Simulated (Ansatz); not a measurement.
CaF2 (started from an entry of an open crystallographic database), relaxed with r2SCAN: space group Fm-3m (No. 225), cubic; a = 5.439 Å in the conventional setting, 13.41 Å³ an atom. Ca is surrounded by 8 F at 2.36 Å; F is surrounded by 4 Ca at 2.36 Å. One-shot G0W0@PBE in the plane-wave code Ansatz on a 6×6×6 mesh (contour deformation, no spin-orbit coupling), from a PBE gap of 7.377 eV over the mesh points (the G0W0 gap is indirect on the mesh); the number N of bands summed and the screening cutoff rise together. (Simulation; spin polarisation is off.)

```tsv
N	cutoff (eV)	1000/N	G0W0 gap (eV)
103	100	9.709	10.376
232	180	4.310	10.551
```

**Question.** Lay a straight line in 1000/N through these rows.

**Answer.** The slope is -0.0324 eV per unit of 1000/N and the intercept 10.691 eV.

**Question.** Predict the gap at N = 439 (260 eV).

**Answer.** 10.691 + (-0.0324) × 2.278 = 10.617 eV; the run gives 10.676 eV, +0.059 eV from the line.

**Question.** With that run's result added, what limit do the last two rows suggest?

**Answer.** Their slope is (10.676 − 10.551)/(2.278 − 4.310) = -0.0615, which meets 1/N = 0 at 10.82 eV, against 10.691 eV from the first line. The slope steepens, so 1/N isn't yet asymptotic and the true limit probably lies higher still; the k mesh isn't extrapolated.
